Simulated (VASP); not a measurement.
# PbSe (Clausthalite) (Fm-3m) in VASP: a series of runs

The runs below take PbSe (Clausthalite) through single point, with r2SCAN.

Program: VASP 6.6.1. These are calculated values, not measurements. Logs are shortened: lines on timing, memory, paths and dates and some standing lists are left out, and cuts for length are marked.

**Experimental background.**

From a printed reference work, monograph, for a bulk crystal of PbSe: band gap 0.15 eV (direct) at 4.2 K; band gap 0.28 eV (direct) at 300 K.

The results are compared with them further down.

**1. The cell of the first run**

Symmetry: Fm-3m, No. 225, cubic system. The conventional cell has a = 6.080 Å, b = 6.080 Å, c = 6.080 Å, α = 90.00°, β = 90.00°, γ = 90.00°. Within 4.0 Å of Pb (site symmetry m-3m) lie 6 Se at 3.04 Å. Se (site symmetry m-3m) has 6 Pb at 3.04 Å within 4.0 Å.

**2. Single point, r2SCAN**

Contents of POSCAR:

```
PbSe
1.0
    0.0000000000      3.0401081059      3.0401081059
    3.0401081059      0.0000000000      3.0401081059
    3.0401081059      3.0401081059      0.0000000000
Pb Se
1 1
Direct
    0.0000000000      0.0000000000      0.0000000000
    0.5000000000      0.5000000000      0.5000000000
```

Contents of INCAR.step1:

```
SYSTEM = PbSe
PREC = Accurate
ENCUT = 520
ISMEAR = 0
SIGMA = 0.01
LREAL = .FALSE.
LASPH = .TRUE.
NELM = 80
NBANDS = 17
GGA = PE
ALGO = Normal
EDIFF = 1E-4
LWAVE = .TRUE.
LCHARG = .FALSE.
```

Contents of INCAR.step2:

```
SYSTEM = PbSe
PREC = Accurate
ENCUT = 520
EDIFF = 1E-6
ISMEAR = 0
SIGMA = 0.01
LREAL = .FALSE.
LASPH = .TRUE.
NELM = 80
ALGO = Normal
ISIF = 2
LWAVE = .FALSE.
LCHARG = .FALSE.
METAGGA = R2SCAN
LMIXTAU = .TRUE.
NBANDS = 17
ISTART = 1
```

Contents of KPOINTS:

```
regular mesh
0
G
  6 6 6
  0 0 0
```

Potentials or basis: VASP PAW PBE potentials, release 64 (Pb_d, Se).

Launch:

```sh
cat potpaw_PBE.64/Pb_d/POTCAR potpaw_PBE.64/Se/POTCAR > POTCAR
cp INCAR.step1 INCAR
mpirun -np 1 vasp_std > vasp.out
cp INCAR.step2 INCAR
mpirun -np 1 vasp_std > vasp.out
```

OUTCAR:

```text
SYSTEM = PbSe
   PREC = Accurate
   ENCUT = 520
   EDIFF = 1E-6
   ISMEAR = 0
   LREAL = .FALSE.
   LASPH = .TRUE.
   NELM = 80
   ISIF = 2
   METAGGA = R2SCAN
   ISTART = 1

 ion  position               nearest neighbor table
   1  0.000  0.000  0.000-   2 3.04   2 3.04   2 3.04   2 3.04   2 3.04   2 3.04
   2  0.500  0.500  0.500-   1 3.04   1 3.04   1 3.04   1 3.04   1 3.04   1 3.04

  LATTYP: Found a face centered cubic cell.
 ALAT       =     6.0802162118

  Lattice vectors:

 A1 = (   0.0000000000,   3.0401081059,   3.0401081059)
 A2 = (   3.0401081059,   0.0000000000,   3.0401081059)
 A3 = (   3.0401081059,   3.0401081059,   0.0000000000)

Analysis of symmetry for initial positions (statically):
=====================================================================
 Subroutine PRICEL returns:
 Original cell was already a primitive cell.

 Routine SETGRP: Setting up the symmetry group for a
 face centered cubic supercell.

 Subroutine GETGRP returns: Found 48 space group operations
 (whereof 48 operations were pure point group operations)
 out of a pool of 48 trial point group operations.

The static configuration has the point symmetry O_h .

Analysis of symmetry for dynamics (positions and initial velocities):
=====================================================================
 Subroutine PRICEL returns:
 Original cell was already a primitive cell.

 Routine SETGRP: Setting up the symmetry group for a
 face centered cubic supercell.

 Subroutine GETGRP returns: Found 48 space group operations
 (whereof 48 operations were pure point group operations)
 out of a pool of 48 trial point group operations.

The dynamic configuration has the point symmetry O_h .

 Subroutine INISYM returns: Found 48 space group operations
 (whereof 48 operations are pure point group operations),
 and found     1 'primitive' translations

----------------------------------------------------------------------------------------

                                     Primitive cell

  volume of cell :      56.1949

  direct lattice vectors                    reciprocal lattice vectors
     0.000000000  3.040108106  3.040108106    -0.164467836  0.164467836  0.164467836
     3.040108106  0.000000000  3.040108106     0.164467836 -0.164467836  0.164467836
     3.040108106  3.040108106  0.000000000     0.164467836  0.164467836 -0.164467836

  length of vectors
     4.299362114  4.299362114  4.299362114     0.284866647  0.284866647  0.284866647

  position of ions in fractional coordinates (direct lattice)
     0.000000000  0.000000000  0.000000000
     0.500000000  0.500000000  0.500000000

  ion indices of the primitive-cell ions
   primitive index   ion index
                 1           1
                 2           2

----------------------------------------------------------------------------------------

 KPOINTS: regular mesh

Automatic generation of k-mesh.
 Grid dimensions read from file:
 generate k-points for:    6    6    6

 Generating k-lattice:

  Cartesian coordinates                     Fractional coordinates (reciprocal lattice)
    -0.027411306  0.027411306  0.027411306     0.166666667  0.000000000  0.000000000
     0.027411306 -0.027411306  0.027411306     0.000000000  0.166666667  0.000000000
     0.027411306  0.027411306 -0.027411306     0.000000000  0.000000000  0.166666667

  Length of vectors
     0.047477775  0.047477775  0.047477775

  Shift w.r.t. Gamma in fractional coordinates (k-lattice)
     0.000000000  0.000000000  0.000000000

 Subroutine IBZKPT returns following result:
 ===========================================

 Found     16 irreducible k-points:

 Following reciprocal coordinates:
            Coordinates               Weight
  0.000000  0.000000  0.000000      1.000000
  0.166667  0.000000  0.000000      8.000000
  0.333333  0.000000  0.000000      8.000000
  0.500000  0.000000  0.000000      4.000000
  0.166667  0.166667  0.000000      6.000000
  0.333333  0.166667  0.000000     24.000000
[... 8 lines left out ...]
 -0.333333  0.333333  0.166667     24.000000
 -0.333333  0.500000  0.166667     12.000000
   k-points           NKPTS =     16   k-points in BZ     NKDIM =     16   number of bands    NBANDS=     17
   number of dos      NEDOS =    301   number of ions     NIONS =      2
   total plane-waves  NPLWV =  32768
   dimension x,y,z NGX =    32 NGY =   32 NGZ =   32
   dimension x,y,z NGXF=    64 NGYF=   64 NGZF=   64
   ions per type =               1   1
   NGX,Y,Z   is equivalent  to a cutoff of  12.37, 12.37, 12.37 a.u.
   NGXF,Y,Z  is equivalent  to a cutoff of  24.75, 24.75, 24.75 a.u.
 SYSTEM =  PbSe
   PREC   = accura    normal or accurate (medium, high low for compatibility)
   ISTART =      1    job   : 0-new  1-cont  2-samecut
   ICHARG =      0    charge: 1-file 2-atom 10-const
   ISPIN  =      1    spin polarized calculation?
   LNONCOLLINEAR =      F non collinear calculations
   LSORBIT =      F    spin-orbit coupling
   LASPH  =      T    aspherical Exc in radial PAW
   ENCUT  =  520.0 eV  38.22 Ry    6.18 a.u.   7.99  7.99  7.99*2*pi/ulx,y,z
   NELM   =     80;   NELMIN=  2; NELMDL=  0     # of ELM steps
   EDIFF  = 0.1E-05   stopping-criterion for ELM
   LREAL  =      F    real-space projection
   EDIFFG = 0.1E-04   stopping-criterion for IOM
   NSW    =      0    number of steps for IOM
   IBRION =     -1    ionic relax: 0-MD 1-quasi-New 2-CG
   NFREE  =      0    steps in history (QN), initial steepest desc. (CG)
   ISIF   =      2    stress and relaxation
   ISYM   =      2    0-nonsym 1-usesym 2-fastsym
   POTIM  = 0.5000    time-step for ionic-motion
   TEBEG  =    0.0;   TEEND  =   0.0 temperature during run
   PSTRESS=    0.0 pullay stress
   NELECT =      20.0000    total number of electrons
   NUPDOWN=      -1.0000    fix difference up-down
   EMIN   =  10.00;   EMAX   =-10.00  energy-range for DOS
   EFERMI =   0.00;   METHOD = LEGACY
   ISMEAR =     0;   SIGMA  =   0.01  broadening in eV -4-tet -1-fermi 0-gaus
   EFERMI_NEDOS =   21; number of points for ismear=-14 and -15
   IALGO  =     38    algorithm
   IMIX   =      4    mixing-type and parameters
     AMIX     =   0.40;   BMIX     =  1.00
     AMIX_MAG =   1.60;   BMIX_MAG =  1.00
  volume/ion in A,a.u.               =      28.10       189.61
[... 48 lines left out ...]
      2     -12.3328      2.00000
      3     -12.3259      2.00000
      4     -12.3177      2.00000
      5     -12.3177      2.00000
      6      -8.9380      2.00000
[... 9 lines left out ...]
     16      12.6923      0.00000
     17      15.6656      0.00000

 k-point     3 :       0.3333    0.0000    0.0000
  band No.  band energies     occupation
      1     -12.3474      2.00000
      2     -12.3474      2.00000
      3     -12.3245      2.00000
      4     -12.2998      2.00000
      5     -12.2998      2.00000
      6      -8.3838      2.00000
[... 9 lines left out ...]
     16      14.2108      0.00000
     17      17.7184      0.00000

 k-point     4 :       0.5000    0.0000    0.0000
  band No.  band energies     occupation
      1     -12.3547      2.00000
      2     -12.3547      2.00000
      3     -12.3241      2.00000
      4     -12.2909      2.00000
      5     -12.2909      2.00000
      6      -8.0093      2.00000
[... 9 lines left out ...]
     16      15.8420      0.00000
     17      15.9017      0.00000

 k-point     5 :       0.1667    0.1667    0.0000
  band No.  band energies     occupation
      1     -12.3492      2.00000
      2     -12.3317      2.00000
      3     -12.3200      2.00000
      4     -12.3153      2.00000
      5     -12.3153      2.00000
      6      -8.8565      2.00000
[... 9 lines left out ...]
     16      13.7942      0.00000
     17      14.7684      0.00000

 k-point     6 :       0.3333    0.1667    0.0000
  band No.  band energies     occupation
      1     -12.3754      2.00000
      2     -12.3305      2.00000
      3     -12.3281      2.00000
      4     -12.3050      2.00000
      5     -12.2971      2.00000
      6      -8.3951      2.00000
[... 9 lines left out ...]
     16      15.1609      0.00000
     17      16.7195      0.00000

 k-point     7 :       0.5000    0.1667    0.0000
  band No.  band energies     occupation
      1     -12.3841      2.00000
      2     -12.3413      2.00000
      3     -12.3215      2.00000
      4     -12.3002      2.00000
      5     -12.2888      2.00000
      6      -7.9109      2.00000
[... 9 lines left out ...]
     16      16.1059      0.00000
     17      16.5160      0.00000

 k-point     8 :      -0.3333    0.1667    0.0000
  band No.  band energies     occupation
      1     -12.3683      2.00000
      2     -12.3469      2.00000
      3     -12.3185      2.00000
      4     -12.2999      2.00000
      5     -12.2984      2.00000
      6      -8.0433      2.00000
[... 9 lines left out ...]
     16      15.4403      0.00000
     17      16.9189      0.00000

 k-point     9 :      -0.1667    0.1667    0.0000
  band No.  band energies     occupation
      1     -12.3432      2.00000
      2     -12.3416      2.00000
      3     -12.3242      2.00000
      4     -12.3139      2.00000
      5     -12.3047      2.00000
      6      -8.5925      2.00000
[... 9 lines left out ...]
     16      14.6462      0.00000
     17      15.3189      0.00000

 k-point    10 :       0.3333    0.3333    0.0000
  band No.  band energies     occupation
      1     -12.4301      2.00000
      2     -12.3414      2.00000
      3     -12.3097      2.00000
      4     -12.2912      2.00000
      5     -12.2912      2.00000
      6      -8.0767      2.00000
[... 9 lines left out ...]
     16      16.0926      0.00000
     17      16.9575      0.00000

 k-point    11 :       0.5000    0.3333    0.0000
  band No.  band energies     occupation
      1     -12.4501      2.00000
      2     -12.3371      2.00000
      3     -12.3156      2.00000
      4     -12.2878      2.00000
      5     -12.2832      2.00000
      6      -7.6951      2.00000
[... 9 lines left out ...]
     16      16.9708      0.00000
     17      17.7155      0.00000

 k-point    12 :      -0.3333    0.3333    0.0000
  band No.  band energies     occupation
      1     -12.4186      2.00000
      2     -12.3315      2.00000
      3     -12.3192      2.00000
      4     -12.3002      2.00000
      5     -12.2897      2.00000
      6      -7.6712      2.00000
[... 9 lines left out ...]
     16      15.2079      0.00000
     17      17.4345      0.00000

 k-point    13 :       0.5000    0.5000    0.0000
  band No.  band energies     occupation
      1     -12.4834      2.00000
      2     -12.3463      2.00000
      3     -12.3046      2.00000
      4     -12.2784      2.00000
      5     -12.2784      2.00000
      6      -7.5753      2.00000
[... 9 lines left out ...]
     16      17.7674      0.00000
     17      18.3742      0.00000

 k-point    14 :       0.5000    0.3333    0.1667
  band No.  band energies     occupation
      1     -12.4063      2.00000
      2     -12.3299      2.00000
      3     -12.3272      2.00000
      4     -12.2968      2.00000
      5     -12.2916      2.00000
      6      -7.9413      2.00000
[... 9 lines left out ...]
     16      15.9882      0.00000
     17      16.4458      0.00000

 k-point    15 :      -0.3333    0.3333    0.1667
  band No.  band energies     occupation
      1     -12.4177      2.00000
      2     -12.3343      2.00000
      3     -12.3132      2.00000
      4     -12.3094      2.00000
      5     -12.2845      2.00000
      6      -7.6709      2.00000
[... 9 lines left out ...]
     16      17.1289      0.00000
     17      17.3477      0.00000

 k-point    16 :      -0.3333    0.5000    0.1667
  band No.  band energies     occupation
      1     -12.4521      2.00000
      2     -12.3301      2.00000
      3     -12.3203      2.00000
      4     -12.2962      2.00000
      5     -12.2784      2.00000
      6      -7.5563      2.00000
[... 9 lines left out ...]
     16      17.5856      0.00000
     17      18.3839      0.00000

------------------------ aborting loop because EDIFF is reached ----------------------------------------

  FORCE on cell =-STRESS in cart. coord.  units (eV):
  Direction    XX          YY          ZZ          XY          YZ          ZX
  --------------------------------------------------------------------------------------
  -------------------------------------------------------------------------------------
  Total        0.9513000      0.9513000      0.9513000     -0.0000000      0.0000000      0.0000000
  in kB       27.1225814     27.1225814     27.1225814     -0.0000000      0.0000000      0.0000000
  external PRESSURE =      27.1225814 kB  Pullay stress =       0.0000000 kB

 VOLUME and BASIS-vectors are now :
 -----------------------------------------------------------------------------
  energy-cutoff  :      520.00
  volume of cell :       56.19
      direct lattice vectors                 reciprocal lattice vectors
     0.000000000  3.040108106  3.040108106    -0.164467836  0.164467836  0.164467836
     3.040108106  0.000000000  3.040108106     0.164467836 -0.164467836  0.164467836
     3.040108106  3.040108106  0.000000000     0.164467836  0.164467836 -0.164467836

 POSITION                                       TOTAL-FORCE (eV/Angst)
 -----------------------------------------------------------------------------------
      0.00000      0.00000      0.00000        -0.000000      0.000000      0.000000
      3.04011      3.04011      3.04011         0.000000     -0.000000     -0.000000
 -----------------------------------------------------------------------------------
    total drift:                                0.000000     -0.000000     -0.000000

  FREE ENERGIE OF THE ION-ELECTRON SYSTEM (eV)
  ---------------------------------------------------
  free  energy   TOTEN  =       -71.9181979211 eV

  energy  without entropy=      -71.9181979211  energy(sigma->0) =      -71.91819792
```

It took 68 s on 1 thread of AMD EPYC 7R43 (Zen 3), shared host; peak memory 0.16 GiB.

What came out:

* Free energy: -71.9182 eV
* Pressure: 2.7 GPa
* Band gap on the k mesh: 0.51 eV, direct

Levels at points of the mesh, in eV from the valence-band top:
```csv
k point,band 7,band 8,band 9,band 10,band 11,band 12,band 13,band 14
"(0.00, 0.00, 0.00)",-6.34,-2.16,-2.16,-2.16,5.06,5.06,5.06,6.88
"(0.50, 0.00, 0.00)",-9.22,-1.72,-1.72,0.00,0.51,1.84,1.84,9.09
"(0.50, 0.50, 0.00)",-7.61,-5.36,-3.56,-3.56,3.91,6.05,6.05,6.54
```

Caveat: the PAW data sets were made with another functional, which shifts forces and pressure a little; spin-orbit coupling is left out, which moves the levels of the heavy elements.

**3. Single point, r2SCAN**

This run uses another cell than the first one, of 29.24 Å³/atom, 1.041 times its volume.

Contents of POSCAR:

```
PbSe
1.0
    0.0000000000      3.0809197960      3.0809197960
    3.0809197960      0.0000000000      3.0809197960
    3.0809197960      3.0809197960      0.0000000000
Pb Se
1 1
Direct
    0.0000000000      0.0000000000      0.0000000000
    0.5000000000      0.5000000000      0.5000000000
```

Contents of INCAR.step1:

```
SYSTEM = PbSe
ALGO     = Normal         ! electronic algorithm
EDIFF    = 1E-4           ! SCF threshold, eV
ENCUT    = 520            ! plane-wave cutoff, eV
GGA      = PE             ! functional
ISMEAR   = 0              ! smearing method
LASPH    = .TRUE.         ! aspherical terms in the spheres
LCHARG   = .FALSE.        ! write CHGCAR
LREAL    = .FALSE.        ! projectors in reciprocal space
LWAVE    = .TRUE.         ! write WAVECAR
NBANDS   = 17             ! bands
NELM     = 80             ! most SCF steps
PREC     = Accurate       ! precision mode
SIGMA    = 0.01           ! smearing width, eV
```

Contents of INCAR.step2:

```
SYSTEM = PbSe
ALGO     = Normal         ! electronic algorithm
EDIFF    = 1E-7           ! SCF threshold, eV
ENCUT    = 520            ! plane-wave cutoff, eV
ISIF     = 2              ! what is computed and relaxed
ISMEAR   = 0              ! smearing method
ISTART   = 1            
LASPH    = .TRUE.         ! aspherical terms in the spheres
LCHARG   = .FALSE.        ! write CHGCAR
LMIXTAU  = .TRUE.       
LREAL    = .FALSE.        ! projectors in reciprocal space
LWAVE    = .FALSE.        ! write WAVECAR
METAGGA  = R2SCAN         ! meta-GGA
NBANDS   = 17             ! bands
NELM     = 80             ! most SCF steps
PREC     = Accurate       ! precision mode
SIGMA    = 0.01           ! smearing width, eV
```

Contents of KPOINTS:

```
k-points
0
G
  6 6 6
  0 0 0
```

Potentials or basis: VASP PAW PBE potentials, release 64 (Pb_d, Se).

Launch:

```sh
cat potpaw_PBE.64/Pb_d/POTCAR potpaw_PBE.64/Se/POTCAR > POTCAR
cp INCAR.step1 INCAR
mpirun -np 1 vasp_std > vasp.out
cp INCAR.step2 INCAR
mpirun -np 1 vasp_std > vasp.out
```

Run time: 80 s. Hardware: 1 thread of AMD EPYC 7R43 (Zen 3), shared host; peak memory 0.15 GiB.

The run converged. Its results:

```yaml
Free_energy: -71.9405 eV
Pressure: 0.4 GPa
Band_gap_on_the_k_mesh: 0.65 eV, direct
```

Levels at points of the mesh, in eV from the valence-band top:
```csv
k point,band 7,band 8,band 9,band 10,band 11,band 12,band 13,band 14
"(0.00, 0.00, 0.00)",-6.37,-1.92,-1.92,-1.92,5.01,5.01,5.01,7.02
"(0.50, 0.00, 0.00)",-8.94,-1.51,-1.51,0.00,0.65,1.98,1.98,9.07
"(0.50, 0.50, 0.00)",-7.50,-4.97,-3.25,-3.25,4.12,5.93,5.93,6.40
```

Caveat: the PAW data sets were made with another functional, which shifts forces and pressure a little; spin-orbit coupling is left out, which moves the levels of the heavy elements.

**4. Comparison with measurements**

Step 2. Against the measured gap of PbSe, 0.15 eV (direct; 4.2 K; a printed reference work, monograph), the calculated 0.51 eV is off by +0.36 eV. 2 values of this kind are on record (0.15 to 0.28 eV); this one was drawn at random. Spin-orbit coupling on Pb, Se is left out. The value is that of r2SCAN on a finite k mesh, which can miss the band edges, without temperature or zero-point motion.

Step 3. A measured gap of PbSe is 0.28 eV (direct; 300 K; a printed reference work, monograph); the calculated 0.65 eV misses it by +0.37 eV. 2 values of this kind are on record (0.15 to 0.28 eV); this one was drawn at random. Spin-orbit coupling on Pb, Se is left out. The value is that of r2SCAN on a finite k mesh, which can miss the band edges, without temperature or zero-point motion.
